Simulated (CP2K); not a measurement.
**Pb: equation of state with PBE**

Crystal: Pb.

```
Pb
1.0
     3.50667    0.00000    0.00000
     1.75936    3.03338    0.00000
    -1.83309   -1.05591    6.09522
Pb
2
Direct
  0.90851 0.90851 0.72629
  0.09149 0.09149 0.27371
```

This isn't the form of Pb at room conditions, which is fcc.

```
Program             : CP2K 2026.2
Task                : equation of state
Functional          : PBE
Potentials or basis : POTENTIAL_UZH Pb GTH-PBE-q4; TZVP-MOLOPT-PBE-GTH basis
Density cutoff      : 6123 eV
k mesh              : 9 × 9 × 5
Occupations         : fermi-dirac, width 0.05 eV
Spin                : no spin polarisation
```

```yaml
Equilibrium_volume: 33.56 Å³/atom
Bulk_modulus_at_fixed_shape_and_positions: 39 GPa
Pressure_derivative_of_the_bulk_modulus: 4.9
```

Energy against volume, from the lowest point:
```tsv
volume (Å³/atom)	energy (meV/atom)
30.473	41.89
31.121	25.07
31.769	12.95
32.418	5.03
33.066	0.84
33.714	0.00
34.363	2.14
```

All runs of the series together: 93 s on 1 thread of Arm Neoverse V2 (shared host).

Caveat: the cell was scaled at fixed shape and fractional positions, which overstates the stiffness of a crystal with free parameters, most of all of layers and chains; the basis of atomic orbitals isn't converged, which shifts pressures, moduli and gaps. Spin-orbit coupling is left out, which matters for the levels of Pb.
